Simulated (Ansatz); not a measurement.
Consider BaSnO₃ in the cubic perovskite structure (space group Pm-3m, No. 221).

```
CELL_PARAMETERS angstrom
      4.12163     0.00000     0.00000
      0.00000     4.12163     0.00000
      0.00000     0.00000     4.12163
ATOMIC_POSITIONS crystal
  Ba 0.00000 0.00000 0.00000
  Sn 0.50000 0.50000 0.50000
  O  0.00000 0.50000 0.50000
  O  0.50000 0.50000 0.00000
  O  0.50000 0.00000 0.50000
```

Cartesian axes are those of the cell as printed.

The values are results of PBEsol in Ansatz (plane waves to 420 eV, PAW, spin-orbit coupling left out), earlier PAW set, not measurements.

Before the change:

The smallest direct gap comes out as 1.35 eV.

It is then changed as follows: tensile biaxial strain of 2.77 % in the plane normal to [111], as in epitaxy on a mismatched substrate; the out-of-plane cell vector and the atoms relax.

Estimate the effect on the energy relative to the base.

The energy increases by 20 meV/atom.

Predict the new smallest direct gap.

The smallest direct gap decreases by 0.65 eV, from 1.35 eV to 0.70 eV.

Predict the new hole mass.

The hole mass amounts to 2.1 mₑ out of plane, 0.80 mₑ in plane (at R).

Predict the new ratio −ε⊥/ε∥.

The ratio −ε⊥/ε∥ amounts to 0.58.

Masses are band curvatures over ±0.01 Å⁻¹ around the edge. No phonon test of stability was made.

Ansatz is an electronic-structure program.
